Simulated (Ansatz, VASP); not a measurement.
RbH3 in VASP and in Ansatz

Contents of INCAR:

```
  PREC = Accurate
  ENCUT = 600
  EDIFF = 1E-6
  ISMEAR = 0
  SIGMA = 0.1
  LREAL = False
  LASPH = True
  NELM = 80
  ALGO = Normal
  ISIF = 3
  LWAVE = False
  LCHARG = False
  GGA = PE
  IBRION = 2
  NSW = 90
  EDIFFG = -0.04
```

The input KPOINTS:

```
Automatic mesh
0
Gamma
  4 4 6
```

Contents of POSCAR:

```
RbH3
1.0
    2.9821846280     -3.2050376239      0.0000000000
    2.9821846280      3.2050376239      0.0000000000
    0.0000000000      0.0000000000      3.5381591938
Rb H
1 3
Direct
    0.0000000000      0.0000000000      0.6666666667
    0.6452239272      0.3547760728      0.2904478545
    0.3547760728      0.6452239272      0.2904478545
    0.5000000000      0.5000000000      0.8286004245
```

Input for Ansatz:

```yaml
crystal:
  lattice:
    - [2.982184628, -3.2050376239, 0.0]
    - [2.982184628, 3.2050376239, 0.0]
    - [0.0, 0.0, 3.5381591938]
  atoms:
    - { symbol: Rb, position: [0.0, 0.0, 0.6666666667] }
    - { symbol: H, position: [0.6452239272, 0.3547760728, 0.2904478545] }
    - { symbol: H, position: [0.3547760728, 0.6452239272, 0.2904478545] }
    - { symbol: H, position: [0.5, 0.5, 0.8286004245] }
basis:
  ecutwfc: 420
kpoints:
  mp_grid: { grid: [4, 4, 6] }
hamiltonian:
  xc: pbe
scf:
  occupations: { method: gaussian, width: 0.1 }
  lower_state_search: "off"
output:
  forces: true
  stress: true
  eigenvalues: true
relax:
  adjacent_minimum: "off"
  f_tol: 0.04
  max_steps: 70
  cell: { stress_tol: 0.4 }
```

Alike in both runs: task relaxation of cell and atoms; functional PBE; k mesh 4 × 4 × 6; occupations gaussian, width 0.1 eV; no spin polarisation.

|  | VASP | Ansatz |
| --- | --- | --- |
| version | VASP 6.6.1 | Ansatz 0.2.0 |
| potentials or method | VASP PAW PBE potentials, release 64 (Rb_sv, H) | scalar-relativistic, plane waves, PAW |
| plane-wave cutoff (eV) | 600 | 420 |
| valence electrons in the cell | 12 | 12 |

VASP gave:

```
gap on the k mesh at the Fermi level, each at its own relaxed structure (eV) : 0.95
relaxed volume (Å³/atom)                                                     : 14.68
relaxed cell length with the largest relative difference (Å)                 : 3.589
energy change over the relaxation (meV/atom)                                 : -842
```

Problem. Estimate Ansatz's values.

Solution. gap on the k mesh at the Fermi level, each at its own relaxed structure (eV): 0.93; relaxed volume (Å³/atom): 14.61; relaxed cell length with the largest relative difference (Å): 3.600; energy change over the relaxation (meV/atom): -843.

A k mesh can miss the band edges.
